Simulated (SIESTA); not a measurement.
Runs of SIESTA 5.4.2 on HgTe (Coloradoite). The structure is cubic, space group F-43m (No. 216). The conventional cell has a = 6.429 Å, b = 6.429 Å, c = 6.429 Å, α = 90.00°, β = 90.00°, γ = 90.00°. Hg (site symmetry -43m) has 4 Te at 2.78 Å as nearest neighbours. Around Te (site symmetry -43m) lie 4 Hg at 2.78 Å. 

| task | level | potentials or basis | cell | k mesh | optimiser | force tolerance | stress tolerance (GPa) | hamiltonian tolerance | density-matrix tolerance | gap on the mesh (eV) | pressure (GPa) |
| --- | --- | --- | --- | --- | --- | --- | --- | --- | --- | --- | --- |
| band structure | optB88-vdW | PseudoDojo 0.4 standard (PBE files), DZP (energy shift 0.003 Ry; two zetas on semicore shells) | as given | 7 × 7 × 7 | - | - | - | - | - | none | 5.1 |
| relaxation of cell and atoms | PBEsol | PseudoDojo 0.4 standard (PBEsol files), DZP (energy shift 0.003 Ry; two zetas on semicore shells) | relaxed | 5 × 5 × 5 | Broyden | 0.01 eV/Å | 0.05 | - | - | none | 0.0 |
| band structure | vdW-DF | PseudoDojo 0.4 standard (PBE files), DZP (energy shift 0.003 Ry; two zetas on semicore shells) | as given | 7 × 7 × 7 | - | - | - | - | - | none | 8.0 |
| band structure | vdW-DF2 | PseudoDojo 0.4 standard (PBE files), DZP (energy shift 0.003 Ry; two zetas on semicore shells) | as given | 7 × 7 × 7 | - | - | - | - | - | none | (a) |
| band structure | vdW-DF-C09 | PseudoDojo 0.4 standard (PBE files), DZP (energy shift 0.003 Ry; two zetas on semicore shells) | as given | 7 × 7 × 7 | - | - | - | - | - | none | (b) |
| band structure | VV10 | PseudoDojo 0.4 standard (PBE files), DZP (energy shift 0.003 Ry; two zetas on semicore shells) | as given | 7 × 7 × 7 | - | - | - | - | - | none | 5.6 |

Alike in all rows: no spin polarisation; smearing fermi-dirac 0.05 eV; grid cutoff 800 Ry; energy shift 0.003 Ry.

Question: Estimate the missing entries.

Answer: (a) 10.0; (b) 2.8.

Caveats: short orbitals over semicore shells can move pressures by several GPa; the valence orbitals were made in a potential fitted to the semicore shell under them, which widens gaps by tenths of an eV or more; the basis of atomic orbitals isn't converged, which shifts pressures, moduli and gaps; the potentials were made for another functional, which shifts forces and pressure (some runs); spin-orbit coupling is left out, which moves the levels of the heavy elements (some runs); the non-local part is tabulated coarsely and may be off by about a percent (some runs).

A k mesh can miss the band edges, and the runs leave out spin-orbit coupling on Hg, Te.

A gap of «none» marks a metal or a gap under the smearing width.

Runs at the PBE level aren't shown here.
